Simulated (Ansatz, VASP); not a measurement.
# Ca in VASP and in Ansatz

Contents of INCAR:

```
SYSTEM = Ca
PREC = Accurate
ENCUT = 520
EDIFF = 1E-7
ISMEAR = -1
SIGMA = 0.05
LREAL = .False.
LASPH = .True.
NELM = 60
ALGO = Normal
ISIF = 2
LWAVE = .False.
LCHARG = .False.
GGA = PE
NBANDS = 17
```

KPOINTS

```
regular mesh
0
Gamma
  8 8 4
  0 0 0
```

File POSCAR:

```
Ca
1.0
    2.0099382810     -3.4620853259      0.0000000000
    2.0099382810      3.4620853259      0.0000000000
    0.0000000000      0.0000000000      6.6367737927
Ca
2
Direct
    0.1644134000      0.8355866000      0.7500000000
    0.8355866000      0.1644134000      0.2500000000
```

Contents of input.yaml:

```yaml
crystal:
  lattice:
    - [2.009938281, -3.4620853259, 0.0]
    - [2.009938281, 3.4620853259, 0.0]
    - [0.0, 0.0, 6.6367737927]
  atoms:
    - { symbol: Ca, position: [0.1644134, 0.8355866, 0.75] }
    - { symbol: Ca, position: [0.8355866, 0.1644134, 0.25] }
hamiltonian:
  xc: pbe
  pseudopotentials: { kind: paw }
kpoints:
  mp_grid: { grid: [8, 8, 4] }
scf:
  occupations: { method: fermi_dirac, width: 0.05 }
output:
  forces: true
  stress: true
  eigenvalues: true
  write_density: true
  write_potential: true
  elf: true
  volumetric_format: npy
```

Change from the starting cell: volume scaled by 1.06.

Alike in both runs: task single point; functional PBE; k mesh 8 × 8 × 4; occupations fermi-dirac, width 0.05 eV; no spin polarisation.

|  | VASP | Ansatz |
| --- | --- | --- |
| version | VASP 6.6.1 | Ansatz 0.2.0 |
| potentials or method | VASP PAW PBE potentials, release 64 (Ca_sv) | Ansatz PAW |
| plane-wave cutoff (eV) | 520 | 420 |
| valence electrons in the cell | 20 | 20 |

|  | VASP | Ansatz | Ansatz less VASP |
| --- | --- | --- | --- |
| gap on the k mesh at the Fermi level (eV) | none | none | - |
| pressure (GPa) | -1.3 | -1.3 | -0.01 |
| largest component of the traceless stress (GPa) | 0.16 | 0.16 | 0.000 |
| rms of the force components (eV/Å) | 0.009 | 0.009 | -0.0001 |

Atom by atom the forces differ by 0.000 eV/Å (rms over components). A gap of «none» marks a metal or a gap that the smearing closes.
